**Q:** I have put the core levels of rhodium metal in order of depth, and the spacing puzzles me. Within the third shell the steps are large, small, large, small. What makes two neighbouring levels lie far apart or close together?

Core levels of fcc rhodium, calculated with exciting sodium (PBE, all-electron LAPW+lo, no spin polarisation, 12×12×12 k-mesh, Gaussian smearing of 0.026 eV). The levels are Kohn–Sham eigenvalues counted from the Fermi energy. Spin-orbit coupling is left out for the valence electrons but included for the core.

```
row  core level (eV)  core element  core shell
  1         -23023.4            Rh       1s1/2
  2          -3334.4            Rh       2s1/2
  3          -3087.0            Rh       2p1/2
  4          -2942.3            Rh       2p3/2
  5           -593.2            Rh       3s1/2
  6           -496.3            Rh       3p1/2
  7           -471.4            Rh       3p3/2
  8           -300.1            Rh       3d3/2
  9           -295.1            Rh       3d5/2
```

**A:** Two different causes take turns. Read the labels first: in 2p3/2, the 2 is the shell $n$, the letter gives the orbital angular momentum, and 3/2 is the total angular momentum $j$, orbit and spin together. The core level is the energy of that orbital in a density-functional calculation, counted from the Fermi energy. Now follow 2s1/2, 2p1/2 and 2p3/2, and ask where they would lie if every other electron were removed.

**Q:** Then only the nucleus is left, with charge 45. Surely s would still be deeper than p?

**A:** Not deeper than 2p1/2, and that is the key to the table. For one electron at a point nucleus the Dirac equation gives

$$E=mc^2\left[\left(1+\frac{(Z\alpha)^2}{(n-k+\gamma)^2}\right)^{-1/2}-1\right],\qquad \gamma=\sqrt{k^2-(Z\alpha)^2},$$

where $k=j+\tfrac12$, $Z$ is the nuclear charge, $\alpha\approx1/137$ and $mc^2$ is 511 keV, the rest energy of the electron. Only $n$ and $j$ enter; the letter s or p does not. So 2s1/2 and 2p1/2 coincide exactly, while 2p3/2 stands apart.

**Q:** Let me work out the second shell. With $(Z\alpha)^2=0.1078$ I get

- $k=1$ (2s1/2 and 2p1/2): $\gamma=0.9445$, the bracket is $-0.01396$, and $E=-7134$ eV;
- $k=2$ (2p3/2): $\gamma=1.9729$, the bracket is $-0.01357$, and $E=-6935$ eV.

The 2p doublet is therefore split by 199 eV, and the gap between 2s1/2 and 2p1/2 is zero.

**A:** Compare that with the metal. There the 2p doublet is split by 145 eV, so the lone electron gives the right size, though it is 38% above the computed value. The gap between 2s1/2 and 2p1/2, however, is 247 eV instead of zero. The first spacing exists without the other electrons; the second is entirely their work.

**Q:** How do the other electrons separate 2s from 2p? I would have thought that they repel both alike.

**A:** Take two limits. If the repelling charge forms a shell far outside, the potential inside it is constant, and 2s and 2p rise by the same amount. If the charge sits wholly inside both orbitals, as an infinitely compact 1s pair would, the electron sees a nucleus of charge 43, and 2s1/2 and 2p1/2 coincide again. A gap opens only when the electron passes through the screening cloud and the two orbitals do so differently.

The 2s orbital has an inner lobe that reaches the nucleus, inside most of the 1s cloud and nearly all the charge of the second shell itself, so that almost the full nuclear charge attracts it there. The centrifugal barrier keeps a 2p electron largely out of that region. So 2s is screened less and lies deeper. This is what chemists call penetration.

**Q:** And the doublet? Spin-orbit coupling is left out for the valence electrons, yet 2p is split.

**A:** The core orbitals are treated differently. They are solved with the Dirac equation in the potential of the crystal, and that equation contains spin-orbit coupling. The existence of doublets is thus built into the calculation; what we can learn from is their size. An electron moving through an electric field feels a magnetic field, so its energy depends on whether its spin points with or against its orbital motion. The opposed arrangement, $j=1/2$ for a p electron, is the deeper one, and an s electron, without orbital angular momentum, has no such partner.

**Q:** Something still bothers me. The other electrons lift 2p3/2 from −6935 eV to −2942 eV. How can a level lose more than half of its depth while its doublet keeps 73% of the splitting?

**A:** The two quantities are made in different places. Depth measures the potential, and every electron contributes to that, even one far outside. The splitting measures the field, weighted strongly towards the nucleus, where few electrons stand in between. In the first of our limits, the distant shell, the level rises and the splitting doesn't change at all. The splitting that is lost goes mainly because repulsion lets the orbital expand, which leaves less of it close to the nucleus.

**Q:** Then I should be able to predict the third shell. Neighbours with the same $j$ are separated by screening, and neighbours with the same letter by spin-orbit coupling. Going up from 3s1/2, I expect screening, spin-orbit, screening, spin-orbit.

**A:** That is the pattern you found puzzling. The steps are 97, 25, 171 and 4.9 eV. (The last looks like 5.0 eV in the table because both levels are rounded there.) The irregular spacing is two regular series interleaved.

**Q:** Even so, each series has its own oddity. Why is the screening step from 3p3/2 to 3d3/2 nearly twice the one from 3s1/2 to 3p1/2?

**A:** Look at the centrifugal barrier. It grows as $l(l+1)$, with $l=0$, 1 and 2 for s, p and d, which gives 0, 2 and 6: the second step is twice the first. Within one shell of a bare nucleus, relativity aside, the mean distance of the electron drops in steps of the same ratio, because an s orbital reaches further out as well as further in. The energy of repulsion is highest at the nucleus, although hardly any repelling force acts there, and it falls outwards. So s is lifted least and d most, and if this energy fell evenly the second gap would be twice the first. The computed ratio is 1.77. That both gaps come from screening is certain, since both pairs coincide at a bare nucleus. The factor of two is only an estimate, because the real repulsion energy doesn't fall evenly and the repulsion also reshapes the orbitals.

**Q:** And why is the 3d doublet so narrow, when 3p in the same shell is split five times as much?

**A:** Part of that is there already for a lone electron. The higher centrifugal barrier keeps d away from the nucleus, where the splitting is made, and the same formula gives 59 eV for 3p but only 19 eV for 3d. Screening then takes a larger share from the orbital that had less of its density close to the nucleus to begin with: 3p keeps 42% of its bare splitting and 3d only 26%.

**Q:** So the bare nucleus becomes a worse guide as I go outwards.

**A:** Yes, and for depth it fails sooner than for splitting. The 1s level keeps 81% of its bare depth, but 3d5/2 keeps only about 10%. The bare energies are counted from an electron at rest far away and the computed ones from the Fermi energy, but that difference of a few electronvolts hardly changes these fractions and drops out of every gap. Use the formula to see which levels would coincide without screening, and not to place an outer core level or to size its doublet.

**Q:** Our laboratory identifies rhodium films by photoelectron spectroscopy. Can I look for the 3d5/2 peak at 295 eV?

**A:** No. As I recall, the measured peak lies about 12 eV deeper. An orbital energy isn't the energy needed to remove the electron. In this kind of functional each electron partly repels itself, which makes the level too shallow. The relaxation of the other electrons around the hole, also left out, acts in the opposite direction but is the smaller effect.

The spacing of the 3d doublet is a better guide. The calculation gives 4.9 eV, and I recall roughly 4.7 eV from experiment. The two orbitals have nearly the same shape, so they share nearly the same error, and it cancels in the difference. Between 3p and 3d the shapes differ, and there you shouldn't count on such a cancellation.
